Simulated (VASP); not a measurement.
ZnCu2SnSe4:

```
CELL_PARAMETERS angstrom
-2.83251 2.83251 5.66312
2.83251 -2.83251 5.66312
2.83251 2.83251 -5.66312
ATOMIC_POSITIONS crystal
Zn 0.75000 0.25000 0.50000
Cu 0.25000 0.75000 0.50000
Cu 0.00000 0.00000 0.00000
Sn 0.50000 0.50000 0.00000
Se 0.62994 0.63986 0.53100
Se 0.10886 0.09894 0.46900
Se 0.90106 0.37006 0.00992
Se 0.36014 0.89114 0.99008
```

The cell comes from a database or a generator and needn't be the stable form of this composition.

Program: VASP 6.6.1. Alike in all runs: task band structure; cell as given; cutoff (eV) 520; smearing methfessel-paxton 0.1 eV.

Order these runs on this cell by their pressure, lowest first.
A. level LDA; potentials or basis VASP PAW LDA potentials, release 64 (Zn, Cu, Sn_d, Se); spin off; k mesh 10 × 10 × 10
B. level PBE; potentials or basis VASP PAW PBE potentials, release 64 (Zn, Cu, Sn_d, Se); spin SOC, no magnetisation; k mesh 6 × 6 × 6
C. level r2SCAN; potentials or basis VASP PAW PBE potentials, release 64 (Zn, Cu, Sn_d, Se); spin off; k mesh 10 × 10 × 10

A (-2.2 GPa), C (1.1 GPa), B (3.5 GPa).

Caveats: the PAW data sets were made with another functional, which shifts forces and pressure a little (some runs).
